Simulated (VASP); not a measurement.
# Sb (I4/mmm) in VASP: a series of runs

Runs on Sb. Level: r2SCAN. Tasks: single point.

All numbers are computed with VASP 6.6.1; they aren't measurements. Logs are shortened: lines on timing, memory, paths and dates and some standing lists are left out, and cuts for length are marked.

### Step 1. Starting point

The structure is tetragonal, space group I4/mmm (No. 139). Conventional cell: a = 3.153 Å, b = 3.153 Å, c = 5.424 Å, α = 90.00°, β = 90.00°, γ = 90.00°. Sb (site symmetry 4/mmm) has 12 Sb at 3.15 to 3.51 Å as nearest neighbours.

This isn't the form of Sb at room conditions, which is rhombohedral.

### Step 2. Single point, r2SCAN

Input file INCAR:

```
SYSTEM = Sb
PREC = Accurate
ENCUT = 400
EDIFF = 1E-6
ISMEAR = 0
SIGMA = 0.1
LREAL = .FALSE.
LASPH = .TRUE.
NELM = 100
ALGO = Normal
ISIF = 2
LWAVE = .FALSE.
LCHARG = .FALSE.
METAGGA = R2SCAN
LMIXTAU = .TRUE.
ADDGRID = .TRUE.
```

Input file KPOINTS:

```
regular mesh
0
G
  11 11 11
  0 0 0
```

Input file POSCAR:

```
Sb
1.0
   -1.5638750000      1.6131910000      2.7402030000
    1.6104090000     -1.5604430000      2.7365900000
    1.5281950000      1.5247630000     -2.7095380000
Sb
1
Direct
    0.0004760000      0.0218010000      0.0165680000
```

Potentials or basis: VASP PAW PBE potentials, release 64 (Sb).

Started as:

```console
$ cat potpaw_PBE.64/Sb/POTCAR > POTCAR
$ mpirun -np 1 vasp_std > vasp.out
```

OUTCAR:

```text
SYSTEM = Sb
   PREC = Accurate
   ENCUT = 400
   EDIFF = 1E-6
   ISMEAR = 0
   LREAL = .FALSE.
   LASPH = .TRUE.
   NELM = 100
   ISIF = 2
   METAGGA = R2SCAN

 Found    666 irreducible k-points:

 Following reciprocal coordinates:
            Coordinates               Weight
  0.000000  0.000000  0.000000      1.000000
  0.090909  0.000000  0.000000      2.000000
  0.181818 -0.000000  0.000000      2.000000
  0.272727  0.000000 -0.000000      2.000000
  0.363636 -0.000000  0.000000      2.000000
  0.454545  0.000000 -0.000000      2.000000
   k-points           NKPTS =    666   k-points in BZ     NKDIM =    666   number of bands    NBANDS=      6
   number of dos      NEDOS =    301   number of ions     NIONS =      1
   total plane-waves  NPLWV =  13824
   dimension x,y,z NGX =    24 NGY =   24 NGZ =   24
   dimension x,y,z NGXF=    48 NGYF=   48 NGZF=   48
   ions per type =               1
   NGX,Y,Z   is equivalent  to a cutoff of  11.26, 11.28, 11.52 a.u.
   NGXF,Y,Z  is equivalent  to a cutoff of  22.52, 22.55, 23.03 a.u.
 SYSTEM =  Sb
   PREC   = accura    normal or accurate (medium, high low for compatibility)
   ISTART =      0    job   : 0-new  1-cont  2-samecut
   ICHARG =      2    charge: 1-file 2-atom 10-const
   ISPIN  =      1    spin polarized calculation?
   LNONCOLLINEAR =      F non collinear calculations
   LSORBIT =      F    spin-orbit coupling
   LASPH  =      T    aspherical Exc in radial PAW
   ENCUT  =  400.0 eV  29.40 Ry    5.42 a.u.   5.78  5.77  5.65*2*pi/ulx,y,z
   NELM   =    100;   NELMIN=  2; NELMDL= -5     # of ELM steps
   EDIFF  = 0.1E-05   stopping-criterion for ELM
   LREAL  =      F    real-space projection
   EDIFFG = 0.1E-04   stopping-criterion for IOM
   NSW    =      0    number of steps for IOM
   IBRION =     -1    ionic relax: 0-MD 1-quasi-New 2-CG
   NFREE  =      0    steps in history (QN), initial steepest desc. (CG)
   ISIF   =      2    stress and relaxation
   ISYM   =      2    0-nonsym 1-usesym 2-fastsym
   POTIM  = 0.5000    time-step for ionic-motion
   TEBEG  =    0.0;   TEEND  =   0.0 temperature during run
   PSTRESS=    0.0 pullay stress
   NELECT =       5.0000    total number of electrons
   NUPDOWN=      -1.0000    fix difference up-down
   EMIN   =  10.00;   EMAX   =-10.00  energy-range for DOS
   EFERMI =   0.00;   METHOD = LEGACY
   ISMEAR =     0;   SIGMA  =   0.10  broadening in eV -4-tet -1-fermi 0-gaus
   EFERMI_NEDOS =   21; number of points for ismear=-14 and -15
   IALGO  =     38    algorithm
   IMIX   =      4    mixing-type and parameters
     AMIX     =   0.40;   BMIX     =  1.00
     AMIX_MAG =   1.60;   BMIX_MAG =  1.00
  volume/ion in A,a.u.               =      26.96       181.95
  Fermi-wavevector in a.u.,A,eV,Ry     =   0.933573  1.764197 11.858272  0.871558
  Thomas-Fermi vector in A             =   2.060288
   LORBIT       =      0    0 simple, 1 ext, 2 COOP (PROOUT), +10 PAW based schemes
   METAGGA = R2SCAN    functional components
   LHFCALC =     F    Hartree Fock is set to
   AEXX    =    0.0000 exact exchange contribution
   IVDW    =     0    specifies the selected vdW correction
   LEPSILON=     F    determine dielectric tensor
   LRPA    =     F    only Hartree local field effects (RPA)
 non-spin polarized calculation
 Gauss-broadening in eV      SIGMA  =   0.10
  energy-cutoff  :      400.00
  volume of cell :       26.96
 maximum number of plane-waves:       504
   NGX = 11   NGY = 11   NGZ = 11

 number of electron       5.0000000 magnetization

 Free energy of the ion-electron system (eV)
  ---------------------------------------------------
  ext. energy  EPLUGINS =         0.00000000
  ---------------------------------------------------
  free energy    TOTEN  =       -25.26461332 eV

  energy without entropy =      -25.26041509  energy(sigma->0) =      -25.26251421

 E-fermi :   8.4726     XC(G=0): -10.7819

 val. band max:        8.4630176431   @ k =   0.0000   0.1818   0.4545
 cond. band min:       8.4748231007   @ k =   0.1818   0.1818   0.0000
 fundamental gap:      0.0118054576
 Fermi energy:         8.4725560521

 k-point     1 :       0.0000    0.0000    0.0000
  band No.  band energies     occupation
      1      -5.1386      2.00000
      2      13.1606      0.00000
      3      14.1947      0.00000
      4      14.2479      0.00000
      5      18.1002      0.00000
      6      19.3401      0.00000

 k-point     2 :       0.0909    0.0000    0.0000
  band No.  band energies     occupation
      1      -4.9660      2.00000
      2      12.2712      0.00000
      3      13.1995      0.00000
      4      14.1937      0.00000
      5      18.1346      0.00000
      6      18.6070      0.00000

 k-point     3 :       0.1818   -0.0000    0.0000
  band No.  band energies     occupation
      1      -4.4515      2.00000
      2       9.6592      0.00000
      3      12.2485      0.00000
      4      14.1657      0.00000
      5      16.9104      0.00000
      6      18.5995      0.00000

 k-point     4 :       0.2727    0.0000   -0.0000
  band No.  band energies     occupation
      1      -3.6100      2.00000
      2       6.8972      2.00000
      3      11.4031      0.00000
      4      14.1873      0.00000
      5      16.0070      0.00000
      6      18.5958      0.00000

 k-point     5 :       0.3636   -0.0000    0.0000
  band No.  band energies     occupation
      1      -2.4970      2.00000
      2       4.4261      2.00000
      3      10.7675      0.00000
      4      14.2646      0.00000
      5      15.4184      0.00000
      6      18.7975      0.00000

 k-point     6 :       0.4545    0.0000   -0.0000
  band No.  band energies     occupation
      1      -1.3845      2.00000
      2       2.6176      2.00000
      3      10.4306      0.00000
      4      14.3405      0.00000
      5      15.1280      0.00000
      6      19.1188      0.00000

 [... further k-points ...]

------------------------ aborting loop because EDIFF is reached ----------------------------------------

  FORCE on cell =-STRESS in cart. coord.  units (eV):
  Direction    XX          YY          ZZ          XY          YZ          ZX
  --------------------------------------------------------------------------------------
  -------------------------------------------------------------------------------------
  Total        0.1585281      0.1614287      0.2570970     -0.0317646      0.0148005     -0.0107150
  in kB        9.4203531      9.5927130     15.2776936     -1.8875778      0.8795033     -0.6367273
  external PRESSURE =      11.4302532 kB  Pullay stress =       0.0000000 kB

 VOLUME and BASIS-vectors are now :
 -----------------------------------------------------------------------------
  energy-cutoff  :      400.00
  volume of cell :       26.96
      direct lattice vectors                 reciprocal lattice vectors
    -1.563875000  1.613191000  2.740203000     0.002055809  0.316948054  0.179518554
     1.610409000 -1.560443000  2.736590000     0.317083613  0.001847581  0.179876686
     1.528195000  1.524763000 -2.709538000     0.322328449  0.322401118 -0.005843793

 POSITION                                       TOTAL-FORCE (eV/Angst)
 -----------------------------------------------------------------------------------
      0.05968     -0.00799      0.01607         0.000000      0.000000      0.000000
 -----------------------------------------------------------------------------------
    total drift:                               -0.000000     -0.000000      0.000000

  FREE ENERGIE OF THE ION-ELECTRON SYSTEM (eV)
  ---------------------------------------------------
  free  energy   TOTEN  =       -25.2646133233 eV

  energy  without entropy=      -25.2604150912  energy(sigma->0) =      -25.26251421
```

OSZICAR:

```text
N       E                     dE             d eps       ncg     rms          rms(c)
DAV:   1    -0.156367695221E+02   -0.15637E+02   -0.14664E+03  8058   0.446E+02
DAV:   2    -0.257307299365E+02   -0.10094E+02   -0.96038E+01 11268   0.694E+01
DAV:   3    -0.258832450078E+02   -0.15252E+00   -0.15057E+00  9492   0.930E+00
DAV:   4    -0.258838180890E+02   -0.57308E-03   -0.57305E-03 11076   0.738E-01
[... 10 lines left out ...]
DAV:  15    -0.252645863932E+02   -0.26917E-03   -0.31317E-04  8010   0.206E-01    0.108E-02
DAV:  16    -0.252646073384E+02   -0.20945E-04   -0.69090E-06  9798   0.286E-02    0.118E-02
DAV:  17    -0.252646109138E+02   -0.35754E-05   -0.55778E-07  6390   0.772E-03    0.150E-02
DAV:  18    -0.252646132297E+02   -0.23159E-05   -0.20841E-06  8232   0.122E-02    0.255E-02
DAV:  19    -0.252646133233E+02   -0.93681E-07   -0.66388E-08  4128   0.228E-03
   1 F= -.25264613E+02 E0= -.25262514E+02  d E =-.419823E-02
```

Run time: 1.7 min. Hardware: 1 thread of Intel Xeon 6975P-C (Granite Rapids), shared host; peak memory 0.28 GiB.

These settings aren't checked as converged: the numbers below hold their error.

What came out:

```
Free energy            : -25.2646 eV
Pressure               : 1.1 GPa
Band gap on the k mesh : none (metal or under the smearing width)
```

Caveat: the PAW data sets were made with another functional, which shifts forces and pressure a little.

### Step 3. Single point, r2SCAN

INCAR: that of step 2 with these lines changed.

```diff
@@ -7,3 +7,3 @@
 LREAL = .FALSE.
-LASPH = .TRUE.
+LASPH = .FALSE.
 NELM = 100
@@ -15,2 +15,2 @@
 LMIXTAU = .TRUE.
-ADDGRID = .TRUE.
+ADDGRID = .FALSE.
```

KPOINTS is that of step 2.

Input file POSCAR:

```
Sb
1.0
   -1.5765401831      1.5765401831      2.7119384313
    1.5765401831     -1.5765401831      2.7119384313
    1.5765401831      1.5765401831     -2.7119384313
Sb
1
Direct
    0.0000000000      0.0000000000      0.0000000000
```

Potentials or basis: VASP PAW PBE potentials, release 64 (Sb).

Started as:

```console
$ cat potpaw_PBE.64/Sb/POTCAR > POTCAR
$ mpirun -np 1 vasp_std > vasp.out
```

OUTCAR:

```text
SYSTEM = Sb
   PREC = Accurate
   ENCUT = 400
   EDIFF = 1E-6
   ISMEAR = 0
   LREAL = .FALSE.
   LASPH = .FALSE.
   NELM = 100
   ISIF = 2
   METAGGA = R2SCAN
     LASPH = .TRUE.)

 Found    126 irreducible k-points:

 Following reciprocal coordinates:
            Coordinates               Weight
  0.000000  0.000000  0.000000      1.000000
  0.090909  0.000000  0.000000      8.000000
  0.181818  0.000000 -0.000000      8.000000
  0.272727  0.000000 -0.000000      8.000000
  0.363636  0.000000 -0.000000      8.000000
  0.454545  0.000000 -0.000000      8.000000
   k-points           NKPTS =    126   k-points in BZ     NKDIM =    126   number of bands    NBANDS=      6
[... 130 lines left out ...]

  FORCE on cell =-STRESS in cart. coord.  units (eV):
  Direction    XX          YY          ZZ          XY          YZ          ZX
  --------------------------------------------------------------------------------------
  -------------------------------------------------------------------------------------
  Total        0.0989345      0.0989345      0.2293715      0.0000000     -0.0000000      0.0000000
  in kB        5.8790653      5.8790653     13.6301368      0.0000000     -0.0000000      0.0000000
  external PRESSURE =       8.4627558 kB  Pullay stress =       0.0000000 kB

 VOLUME and BASIS-vectors are now :
 -----------------------------------------------------------------------------
  energy-cutoff  :      400.00
  volume of cell :       26.96
      direct lattice vectors                 reciprocal lattice vectors
    -1.576540183  1.576540183  2.711938431     0.000000000  0.317150178  0.184369967
     1.576540183 -1.576540183  2.711938431     0.317150178  0.000000000  0.184369967
     1.576540183  1.576540183 -2.711938431     0.317150178  0.317150178  0.000000000

 POSITION                                       TOTAL-FORCE (eV/Angst)
 -----------------------------------------------------------------------------------
      0.00000      0.00000      0.00000         0.000000      0.000000      0.000000
 -----------------------------------------------------------------------------------
    total drift:                                0.000000     -0.000000     -0.000000

  FREE ENERGIE OF THE ION-ELECTRON SYSTEM (eV)
  ---------------------------------------------------
  free  energy   TOTEN  =       -25.2635754783 eV

  energy  without entropy=      -25.2607549654  energy(sigma->0) =      -25.26216522
```

It took 18 s on 1 thread of Intel Xeon 6975P-C (Granite Rapids), shared host; peak memory 0.14 GiB.

These settings aren't checked as converged: the numbers below hold their error.

Results:

```
Free energy            : -25.2636 eV
Pressure               : 0.8 GPa
Band gap on the k mesh : none (metal or under the smearing width)
```

Caveat: the PAW data sets were made with another functional, which shifts forces and pressure a little.
